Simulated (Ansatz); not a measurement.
PbTe in the zincblende structure (r2SCAN geometry), in Ansatz:

Space group F-43m (No. 216). a = 7.283 Å, b = 7.283 Å, c = 7.283 Å, α = 90.00°, β = 90.00°, γ = 90.00°
```json
{"atom": "Pb", "site": "4a", "symmetry": "-43m", "x": "0.0000", "y": "0.0000", "z": "0.0000"}
{"atom": "Te", "site": "4d", "symmetry": "-43m", "x": "0.2500", "y": "0.2500", "z": "0.7500"}
```

G0W0@PBE with 529 empty bands, a screening cutoff of 180 eV and a 4×4×4 mesh (PAW, contour deformation) gives 0.996 eV over the mesh points, from a PBE gap of 0.589 eV; it sums over 544 bands with 531 plane waves in the screening and a wave cutoff of 420 eV. G0W0 values are finite-basis, finite-mesh values. These are computed values for a spin-unpolarised cell that may be hypothetical; none is a measurement.

Q: Another run gave a Kohn-Sham gap of 0.592 eV and a G0W0 gap of 0.963 eV, summing over 544 bands with 531 plane waves in the screening and a wave cutoff of 1120 eV. What was changed?

A: Potentials of the kind norm-conserving. The wave cutoff gives it away.

Q: Estimate the gap with empty bands 219, screening cutoff 100 eV.

A: 0.904 eV (-0.092 eV), from a Kohn-Sham gap of 0.589 eV.

Q: Estimate the gap with starting point HSE06.

A: 1.174 eV (+0.178 eV), from a Kohn-Sham gap of 0.971 eV.

Spin-orbit coupling is left out; in compounds of Pb, Bi, Tl or Hg it can lower a gap by up to about 1 eV, split its edges or invert the bands.
